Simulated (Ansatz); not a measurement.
Runs of Ansatz 0.2.0 on Ga. Symmetry: I4/mmm, No. 139, tetragonal system. Conventional cell: a = 2.769 Å, b = 2.769 Å, c = 4.622 Å, α = 90.00°, β = 90.00°, γ = 90.00°. Around Ga (site symmetry 4/mmm) lie 12 Ga at 2.77 to 3.03 Å. This isn't the form of Ga at room conditions, which is orthorhombic.

```csv
level,gap on the mesh (eV),pressure (GPa),relaxed volume (Å³/atom)
revPBE+D4,none,0.0,(b)
PBEsol+D4,none,0.0,(a)
BLYP+D3(BJ),none,0.0,18.67
revPBE+D3(BJ),none,0.0,17.56
RPBE+D4,none,0.0,16.94
```

Alike in all rows: task relaxation of cell and atoms; potentials or basis Ansatz PAW; no spin polarisation; cell relaxed; k mesh 13 × 13 × 13; cutoff (eV) 420; smearing fermi-dirac 0.05 eV.

Estimate the missing entries.

(a) 16.89; (b) 17.06.

Caveats: the plane-wave basis is chosen anew once the cell has moved, so the energies of steps on either side of that aren't comparable; pairwise dispersion overbinds metals, which lowers pressure and volume; the PAW data sets come from PBE, with cores solved anew for the run's functional, which leaves a small shift of forces and pressure.

A k mesh can miss the band edges, and the runs leave out spin-orbit coupling on Ga.

A gap of «none» marks a metal or a gap under the smearing width.

Runs at the PBE level aren't shown here.
